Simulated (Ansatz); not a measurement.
# Equation of state of NbC

```
Nb C
1.0
     0.00000    2.20000    2.20000
     2.20000    0.00000    2.20000
     2.20000    2.20000    0.00000
Nb C
1 1
Direct
  0.00000 0.00000 0.00000
  0.50000 0.50000 0.50000
```

The cell comes from COD entry 1011323, which wasn't checked; take it as a given geometry. It is an old determination, and later ones may differ.

Spin polarisation is left out, and whether a magnetic state lies lower isn't shown here.

All numbers are computed: DFT, PBEsol, all-electron LAPW, scalar-relativistic (Ansatz 0.2.0); DFT, PBEsol, PAW with Ansatz's default frozen-core files, scalar-relativistic (Ansatz 0.2.0).

For LAPW: a Γ-centred 14×14×14 k mesh, Fermi–Dirac smearing of 0.05 eV, basis error target 1 meV/atom, no spin polarisation. PAW takes a cutoff of 420 eV at this cell (files made with PBE, cores remade for this functional). The Ansatz runs share mesh, smearing and spin set-up. Plane-wave (PAW) pressures include the program's estimate of the Pulay term.

The cell above is scaled evenly, with fractional coordinates and shape held.

```csv
V/V(cell),V (Å³/atom),"P, LAPW (GPa)","P, PAW (GPa)","free energy over the lowest listed, PAW (meV/atom)"
0.9400,10.009,37.34,37.41,107.8
0.9600,10.222,27.87,27.94,64.5
0.9800,10.435,19.31,19.37,33.1
0.9900,10.542,15.35,15.40,21.6
1.0000,10.648,11.58,11.63,12.6
1.0100,10.754,7.99,8.04,6.1
1.0200,10.861,4.58,4.63,1.9
1.0400,11.074,-1.75,-1.70,0.0
1.0600,11.287,-7.47,-7.43,6.1
```

Question: What do Birch–Murnaghan fits to the pressures give?

Answer: LAPW: V0 = 11.01 Å³/atom, B0 = 320 GPa, B0′ = 4.2; PAW: V0 = 11.01 Å³/atom, B0 = 320 GPa, B0′ = 4.2.

PAW's V0 lies 0.01 % from the all-electron value and its B0 0.0 %. Symmetry fixes shape and coordinates here, so this is the relaxed modulus.
